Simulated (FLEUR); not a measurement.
# Mo (Im-3m) in FLEUR: a series of runs

Aim: see how the results for Mo move with the level of theory and the settings. Levels: RPBE+U, Wu-Cohen GGA+U, LDA (von Barth-Hedin), PBE+D3+U. Tasks: band structure, density of states.

Everything below comes from runs of FLEUR MaX-R8.1 (later development tree). Logs are shortened: lines on timing, memory, paths and dates and some standing lists are left out, and cuts for length are marked.

### Step 1. The crystal as given

The structure is cubic, space group Im-3m (No. 229). Conventional cell: a = 3.168 Å, b = 3.168 Å, c = 3.168 Å, α = 90.00°, β = 90.00°, γ = 90.00°. Mo (site symmetry m-3m) has 8 Mo at 2.74 Å as nearest neighbours.

### Step 2. Band structure, RPBE+U (cell strained at random at fixed volume)

inp.xml reads:

```xml
<?xml version="1.0" encoding="UTF-8" standalone="no"?>
<fleurInput fleurInputVersion="0.39">
   <comment>
      Mo                                                                                                  
   </comment>
   <calculationSetup>
      <cutoffs Kmax="4.5" Gmax="22.5" GmaxXC="22.5" numbands="0"/>
      <scfLoop itmax="100" minDistance="0.0002" maxIterBroyd="50" imix="Anderson" alpha="0.05" precondParam="0.0" spinf="2.0" sdNocoIR="T"/>
      <coreElectrons ctail="T" frcor="F" kcrel="0" coretail_lmax="0"/>
      <xcFunctional name="Rpbe" relativisticCorrections="F"/>
      <magnetism jspins="1"/>
      <soc l_soc="F" theta="0.0" phi="0.0" spav="F"/>
      <expertModes spex="0" secvar="F"/>
      <geometryOptimization l_f="F" forcealpha="1.0" forcemix="BFGS" epsdisp="0.00001" epsforce="0.00001"/>
      <ldaU l_linMix="F" mixParam="0.05" spinf="1.0"/>
   </calculationSetup>
   <cell>
      <bzIntegration valenceElectrons="14.0" mode="hist" fermiSmearingEnergy="0.00183747">
         <kPointListSelection listName="default-1"/>
         <!-- k-points included here -->
         <xi:include xmlns:xi="http://www.w3.org/2001/XInclude" href="kpts.xml"> </xi:include>
      </bzIntegration>
      <!-- symmetry operations included here -->
      <xi:include xmlns:xi="http://www.w3.org/2001/XInclude" href="sym.xml"> </xi:include>
      <bulkLattice scale="1.0">
         <bravaisMatrix>
            <row-1>   -2.9690526492959131     2.9711445761158450     2.9811355581366055</row-1>
            <row-2>    3.0205325683822664    -2.9006445635853928     2.9621173544186310</row-2>
            <row-3>    3.0471814861913749     2.9787734004808550    -2.9106355456061532</row-3>
         </bravaisMatrix>
      </bulkLattice>
   </cell>
   <atomSpecies>
      <species name="Molybdenum (Mo)" element="Mo" atomicNumber="42">
         <mtSphere radius="2.38" gridPoints="787" logIncrement="0.016"/>
         <atomicCutoffs lmax="9" lnonsphr="7"/>
         <electronConfig flipSpins="F">
            <coreConfig>(1s1/2) (2s1/2) (2p1/2) (2p3/2) (3s1/2) (3p1/2) (3p3/2) (3d3/2) (3d5/2)</coreConfig>
            <valenceConfig>(4s1/2) (4p1/2) (4p3/2) (5s1/2) (4d3/2) (4d5/2)</valenceConfig>
            <stateOccupation state="(5s1/2)" spinUp="0.500000" spinDown="0.500000"/>
            <stateOccupation state="(4d3/2)" spinUp="1.000000" spinDown="1.000000"/>
            <stateOccupation state="(4d5/2)" spinUp="1.500000" spinDown="1.500000"/>
         </electronConfig>
         <energyParameters s="5" p="5" d="4" f="4"/>
         <ldaU l="2" U="7" J="0.0" l_amf="F"/>
         <lo type="SCLO" l="0" n="4" eDeriv="0"/>
         <lo type="SCLO" l="1" n="4" eDeriv="0"/>
         <lo type="SCLO" l="1" n="4" eDeriv="1"/>
         <lo type="SCLO" l="3" n="4" eDeriv="2"/>
      </species>
   </atomSpecies>
   <atomGroups>
      <atomGroup species="Molybdenum (Mo)">
         <relPos label="                   1">.0000000000 .0000000000 .0000000000</relPos>
         <force calculate="T" relaxXYZ="TTT"/>
      </atomGroup>
   </atomGroups>
   <output dos="F" band="F" slice="F">
      <checks vchk="F" cdinf="F"/>
      <bandDOS minEnergy="-.5*Htr" maxEnergy="0.5*Htr" sigma="0.015" storeEVData="T"/>
      <vacuumDOS vacdos="F" integ="F" star="F" nstars="0" locx1="0.0" locy1="0.0" locx2="0.0" locy2="0.0" nstm="0" tworkf="0.0"/>
      <unfoldingBand unfoldBand="F" supercellX="1" supercellY="1" supercellZ="1"/>
      <plotting iplot="0" polar="F">
         <plot TwoD="T" vec1="  1.0  0.0  0.0" vec2="  0.0  1.0  0.0" vec3="  0.0  0.0  1.0" zero="  0.0  0.0  0.0" file="plot"/>
      </plotting>
      <chargeDensitySlicing numkpt="0" minEigenval="0.0" maxEigenval="0.0" nnne="0" pallst="F"/>
      <specialOutput eonly="F"/>
      <moessbauerParams electricFieldGradient="T" isomerShift="T" coreHyperfine="T" valenceHyperfine="T"/>
      <magneticCircularDichroism mcd="F" energyLo="-10.0" energyUp="0.0"/>
   </output>
  <!-- We include the file relax.xml here to enable relaxations (see documentation) -->
  <xi:include xmlns:xi="http://www.w3.org/2001/XInclude" href="relax.xml"> <xi:fallback/> </xi:include>
</fleurInput>
```

crystal.txt reads:

```
Mo
&input cartesian=F /
-1.5711550000  1.5722620000  1.5775490000
1.5983970000  -1.5349550000  1.5674850000
1.6124990000  1.5762990000  -1.5402420000
1.8897261246
1.0 1.0 1.0

1
42 0.0000000000  0.0000000000  0.0000000000

&kpt div1=8 div2=8 div3=8 gamma=T /
```

inp.xml (bands) reads:

```
<?xml version="1.0" encoding="UTF-8" standalone="no"?>
<fleurInput fleurInputVersion="0.39">
   <comment>
      Mo                                                                                                  
   </comment>
   <calculationSetup>
      <cutoffs Kmax="4.5" Gmax="22.5" GmaxXC="22.5" numbands="0"/>
      <scfLoop itmax="100" minDistance="0.0002" maxIterBroyd="50" imix="Anderson" alpha="0.05" precondParam="0.0" spinf="2.0" sdNocoIR="T"/>
      <coreElectrons ctail="T" frcor="F" kcrel="0" coretail_lmax="0"/>
      <xcFunctional name="Rpbe" relativisticCorrections="F"/>
      <magnetism jspins="1"/>
      <soc l_soc="F" theta="0.0" phi="0.0" spav="F"/>
      <expertModes spex="0" secvar="F"/>
      <geometryOptimization l_f="F" forcealpha="1.0" forcemix="BFGS" epsdisp="0.00001" epsforce="0.00001"/>
      <ldaU l_linMix="F" mixParam="0.05" spinf="1.0"/>
   </calculationSetup>
   <cell>
      <bzIntegration valenceElectrons="14.0" mode="hist" fermiSmearingEnergy="0.00183747">
         <kPointListSelection listName="path-1"/>
         <!-- k-points included here -->
         <xi:include xmlns:xi="http://www.w3.org/2001/XInclude" href="kpts.xml"> </xi:include>
      </bzIntegration>
      <!-- symmetry operations included here -->
      <xi:include xmlns:xi="http://www.w3.org/2001/XInclude" href="sym.xml"> </xi:include>
      <bulkLattice scale="1.0">
         <bravaisMatrix>
            <row-1>   -2.9690526492959131     2.9711445761158450     2.9811355581366055</row-1>
            <row-2>    3.0205325683822664    -2.9006445635853928     2.9621173544186310</row-2>
            <row-3>    3.0471814861913749     2.9787734004808550    -2.9106355456061532</row-3>
         </bravaisMatrix>
      </bulkLattice>
   </cell>
   <atomSpecies>
      <species name="Molybdenum (Mo)" element="Mo" atomicNumber="42">
         <mtSphere radius="2.38" gridPoints="787" logIncrement="0.016"/>
         <atomicCutoffs lmax="9" lnonsphr="7"/>
         <electronConfig flipSpins="F">
            <coreConfig>(1s1/2) (2s1/2) (2p1/2) (2p3/2) (3s1/2) (3p1/2) (3p3/2) (3d3/2) (3d5/2)</coreConfig>
            <valenceConfig>(4s1/2) (4p1/2) (4p3/2) (5s1/2) (4d3/2) (4d5/2)</valenceConfig>
            <stateOccupation state="(5s1/2)" spinUp="0.500000" spinDown="0.500000"/>
            <stateOccupation state="(4d3/2)" spinUp="1.000000" spinDown="1.000000"/>
            <stateOccupation state="(4d5/2)" spinUp="1.500000" spinDown="1.500000"/>
         </electronConfig>
         <energyParameters s="5" p="5" d="4" f="4"/>
         <ldaU l="2" U="7" J="0.0" l_amf="F"/>
         <lo type="SCLO" l="0" n="4" eDeriv="0"/>
         <lo type="SCLO" l="1" n="4" eDeriv="0"/>
         <lo type="SCLO" l="1" n="4" eDeriv="1"/>
         <lo type="SCLO" l="3" n="4" eDeriv="2"/>
      </species>
   </atomSpecies>
   <atomGroups>
      <atomGroup species="Molybdenum (Mo)">
         <relPos label="                   1">.0000000000 .0000000000 .0000000000</relPos>
         <force calculate="T" relaxXYZ="TTT"/>
      </atomGroup>
   </atomGroups>
   <output dos="F" band="T" slice="F">
      <checks vchk="F" cdinf="F"/>
      <bandDOS minEnergy="-.5*Htr" maxEnergy="0.5*Htr" sigma="0.015" storeEVData="T"/>
      <vacuumDOS vacdos="F" integ="F" star="F" nstars="0" locx1="0.0" locy1="0.0" locx2="0.0" locy2="0.0" nstm="0" tworkf="0.0"/>
      <unfoldingBand unfoldBand="F" supercellX="1" supercellY="1" supercellZ="1"/>
      <plotting iplot="0" polar="F">
         <plot TwoD="T" vec1="  1.0  0.0  0.0" vec2="  0.0  1.0  0.0" vec3="  0.0  0.0  1.0" zero="  0.0  0.0  0.0" file="plot"/>
      </plotting>
      <chargeDensitySlicing numkpt="0" minEigenval="0.0" maxEigenval="0.0" nnne="0" pallst="F"/>
      <specialOutput eonly="F"/>
      <moessbauerParams electricFieldGradient="T" isomerShift="T" coreHyperfine="T" valenceHyperfine="T"/>
      <magneticCircularDichroism mcd="F" energyLo="-10.0" energyUp="0.0"/>
   </output>
  <!-- We include the file relax.xml here to enable relaxations (see documentation) -->
  <xi:include xmlns:xi="http://www.w3.org/2001/XInclude" href="relax.xml"> <xi:fallback/> </xi:include>
</fleurInput>
```

Potentials or basis: all-electron, FLAPW.

Run with:

```console
$ inpgen -f crystal.txt -profile moderate
$ # inp.xml edited to the form shown
$ fleur_MPI
$ fleur_MPI   # second run, on inp.xml (bands)
```

Log:

```text
Welcome to FLEUR        (www.flapw.de)
      MaX-Release 8.1          (www.max-centre.eu)

 ========== k-point set info ==========
 Selected k-point list: default-1
 k-point list type: mesh
 8 x 8 x 8
 Number of k points: 260

 ------------Calculation Setup---------------------------
 Number of MPI-tasks      :            1
 Number of PE/node        :            1
 Number of OMP-threads    :            1
 Most efficient MPI parallelization for:
           1           2           4           5          10          13          20          26          52          65         130         260
 Additional eigenvalue parallelization possible
 Number of basis functions:          199
 Approximate size of matrices (H+S) per k-point:         0.001 GB
 --------------------------------------------------------
 no density matrix found ... skipping LDA+U
 Reset of history
 Iteration:     1   Distance:      17.38217915 me/bohr^3
 Iteration:     2   Distance:      19.46252061 me/bohr^3
 Iteration:     3   Distance:      17.98882100 me/bohr^3
 Iteration:     4   Distance:       8.02363074 me/bohr^3
 Iteration:     5   Distance:       6.79213405 me/bohr^3
 Iteration:     6   Distance:       3.73213009 me/bohr^3
 Iteration:     7   Distance:       4.03041597 me/bohr^3
 Iteration:     8   Distance:       0.32003942 me/bohr^3
 Iteration:     9   Distance:       0.17536886 me/bohr^3
 Iteration:    10   Distance:       0.06209587 me/bohr^3
 Iteration:    11   Distance:       0.01540024 me/bohr^3
 Iteration:    12   Distance:       0.01432469 me/bohr^3
 Iteration:    13   Distance:       0.00920330 me/bohr^3
 Iteration:    14   Distance:       0.00733377 me/bohr^3
 Iteration:    15   Distance:       0.00215359 me/bohr^3
 Iteration:    16   Distance:       0.00050481 me/bohr^3
 Iteration:    17   Distance:       0.00054229 me/bohr^3
 Iteration:    18   Distance:       0.00020872 me/bohr^3
 Iteration:    19   Distance:       0.00005413 me/bohr^3

 ********************************************************************
 Run finished successfully
 Stop message:
   all done
 ********************************************************************
```

Run time: 1.9 min. Hardware: 1 thread of Arm Neoverse N1, shared host; peak memory 0.09 GiB.

Results:

```
Free energy                                           : -110194.4051 eV
Band gap along the path                               : none (metal or under the smearing width)
Valence electrons inside the program's atomic spheres : Mo 11.76 (radii Mo 2.38 bohr)
```

Levels at the corners of the path, in eV from the Fermi level:
| point | band 3 | band 4 | band 5 | band 6 | band 7 | band 8 | band 9 | band 10 | band 11 | band 12 |
| --- | --- | --- | --- | --- | --- | --- | --- | --- | --- | --- |
| X | -35.80 | -35.41 | -5.17 | -3.43 | 0.85 | 2.52 | 3.72 | 4.45 | 11.04 | 11.57 |
| Γ | -35.40 | -35.38 | -7.63 | -1.77 | -1.57 | -0.93 | 2.75 | 3.09 | 13.86 | 14.14 |
| Y | -35.78 | -35.40 | -5.17 | -3.46 | 0.77 | 2.56 | 3.77 | 4.43 | 10.92 | 11.63 |
| L | -35.91 | -35.46 | -5.16 | -3.48 | 1.34 | 2.61 | 3.55 | 4.60 | 11.17 | 11.70 |
| Γ | -35.40 | -35.38 | -7.63 | -1.77 | -1.57 | -0.93 | 2.75 | 3.09 | 13.86 | 14.14 |
| Z | -35.87 | -35.44 | -5.15 | -3.28 | 1.13 | 2.33 | 3.50 | 4.54 | 11.29 | 11.42 |
| N | -36.34 | -36.24 | -4.50 | -4.47 | 3.52 | 3.87 | 3.95 | 8.01 | 8.53 | 8.75 |
| Γ | -35.40 | -35.38 | -7.63 | -1.77 | -1.57 | -0.93 | 2.75 | 3.09 | 13.86 | 14.14 |
| M | -35.82 | -35.42 | -5.19 | -3.70 | 0.95 | 2.90 | 3.85 | 4.49 | 11.15 | 11.55 |
| R | -35.88 | -35.45 | -5.15 | -3.22 | 1.19 | 2.26 | 3.43 | 4.57 | 11.25 | 11.51 |
| Γ | -35.40 | -35.38 | -7.63 | -1.77 | -1.57 | -0.93 | 2.75 | 3.09 | 13.86 | 14.14 |

Eigenvalues of the final occupation matrices:
```tsv
site	spin	trace	eigenvalues
atom type 1	1	3.24	0.39 0.40 0.78 0.83 0.84
```

Core levels (eV from the Fermi level):
| atom | levels |
| --- | --- |
| 1 Mo | 1s1/2 -19811.8, 2s1/2 -2795.5, 2p1/2 -2570.4, 2p3/2 -2463.9, 3s1/2 -474.2, 3p1/2 -388.6, 3p3/2 -371.1, 3d3/2 -220.3, 3d5/2 -217.0 |

Caveat: U without spin polarisation on a metal has little footing; the U is typed as a test and isn't derived for this compound.

(Part 1 of 3 ends here.)
